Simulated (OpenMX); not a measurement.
This OpenMX 3.8.5 run on Be needs a look.

Be.dat

```
System.CurrrentDirectory             ./
System.Name                          Be
DATA.PATH                            ./DFT_DATA13
level.of.stdout                      1
level.of.fileout                     0
Species.Number                       1
<Definition.of.Atomic.Species
  Be  Be7.0-s2p2             Be_PBE13
Definition.of.Atomic.Species>

Atoms.Number                         2
Atoms.SpeciesAndCoordinates.Unit     AU
<Atoms.SpeciesAndCoordinates
  1 Be 2.2543645283 1.2318674220 5.0762646765 2.250 0.750 90.00 45.00 90.00 45.00 1 off
    2  Be    0.0337272017    2.4640986167    1.6776618463   1.250  0.750    90.00 -135.00   90.00 -135.00  1  off
Atoms.SpeciesAndCoordinates>

Atoms.UnitVectors.Unit               AU
<Atoms.UnitVectors
     4.3815360001    0.0260404260    0.0476740107
    -2.1682169533    3.6910489714   -0.0355022847
     0.0747726833   -0.0211233586    6.7417547969
Atoms.UnitVectors>

scf.XcType                           GGA-PBE
scf.SpinPolarization                 nc
scf.SpinOrbit.Coupling               on
scf.Constraint.NC.Spin               on2
scf.Constraint.NC.Spin.v             0.5
scf.ElectronicTemperature            580.226
scf.energycutoff                     300.0
scf.maxIter                          100
scf.EigenvalueSolver                 band
scf.Kgrid                            10 10 6
scf.Mixing.Type                      rmm-diisk
scf.Init.Mixing.Weight               0.05
scf.Min.Mixing.Weight                0.001
scf.Max.Mixing.Weight                0.3
scf.Mixing.History                   25
scf.Mixing.StartPulay                8
scf.criterion                        1.0e-7
scf.dftD                             on
version.dftD                         2
DFTD.IntDirection                    1 1 1
MD.Type                              nomd
Dos.fileout                          on
Dos.Erange                           -20.0 10.0
Dos.Kgrid                            13 13 8
```

Potentials or basis: OpenMX 2013 PBE set, Be7.0-s2p2, grid cutoff 300 Ry.

Command:

```console
$ openmx Be.dat -nt 1 > Be.std
```

Be.std:

```text
*******************************************************
 Welcome to OpenMX   Ver. 3.8.5
 Copyright (C), 2002-2014, T. Ozaki
 OpenMX comes with ABSOLUTELY NO WARRANTY.
 This is free software, and you are welcome to
 redistribute it under the constitution of the GNU-GPL.
*******************************************************

Automatic determination of Kerker_factor:   0.918958592028

<Input_std>  Your input file was normally read.
<Input_std>  The system includes 1 species and 2 atoms.

*******************************************************
                     PAO and VPS
*******************************************************

<SetPara_DFT>  PAOs of species Be were normally found.
<SetPara_DFT>  VPSs of species Be were normally found.
               Be_PBE13.vps is j-dependent.
Invalid values for the initial densities of atom 1 (valid sum:  2.000)
```

Q: Diagnose the run.

A: The input was rejected before any iteration. The input holds a flaw that was put in on purpose: start charges that do not add up to the valence.
